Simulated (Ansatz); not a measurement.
# SnO under changes of volume

One of the cells (17.769 Å³/atom); the others are scaled copies at fixed shape and fractional positions:

```
CELL_PARAMETERS angstrom
3.81370 0.00000 0.00000
0.00000 3.81370 0.00000
0.00000 0.00000 4.88691
ATOMIC_POSITIONS crystal
Sn 0.50000 0.00000 0.76463
Sn 0.00000 0.50000 0.23537
O 0.00000 0.00000 0.00000
O 0.50000 0.50000 0.00000
```

The cell is a database's computed one.

| Item | Value |
| --- | --- |
| Program | Ansatz 0.2.0 |
| Functional | LDA |
| Potentials or basis | Ansatz PAW |
| Cutoff | 420 eV (not typed: the program's choice for these potentials) |
| k mesh | 7 × 7 × 6 |
| Occupations | fermi-dirac, width 0.05 eV |
| Spin | no spin polarisation |

```tsv
volume (Å³/atom)	energy over the lowest point (meV/atom)	pressure (GPa)	gap on the mesh (eV)	largest force (eV/Å)
16.703	3.99	3.0	0.24	0.665
17.058	0.00	0.6	0.32	0.341
17.414	0.92	-1.4	0.39	0.042
17.769	?	?	?	?
18.125	15.32	-5.0	0.52	0.492
18.480	28.03	-6.4	0.58	0.731
18.835	43.79	-7.8	0.64	0.953
```

**Question.** What does the run at 17.769 Å³/atom give?

**Answer.** Energy over the lowest point 6.17 meV/atom; pressure -3.3 GPa; gap on the mesh 0.45 eV; largest force 0.235 eV/Å.

Worked out: A Birch-Murnaghan fit of order 3 (a polynomial in V^(-2/3)) to the other rows has its minimum at 17.17 Å³/atom with B0 = V·E''(V) = 103 GPa and B' = 4.3 at fixed shape and positions, which overstates the stiffness. It gives 6.16 meV/atom at 17.769 Å³/atom, against the run's 6.17, and -dE/dV = -3.3 GPa, against -3.3. A straight line through the other rows of the gap, of slope 3.3 eV per unit of ln V, gives 0.45 eV, against the run's 0.45.

Energies are extrapolated to zero smearing.

Caveats: odd divisions of the mesh miss points on the zone boundary, where band edges often lie, so the gap on the mesh can be too wide; spin-orbit coupling is left out, which moves the levels of the heavy elements; the PAW data sets come from PBE, with cores solved anew for the run's functional, which leaves a small shift of forces and pressure.

A mesh can miss the band edges.
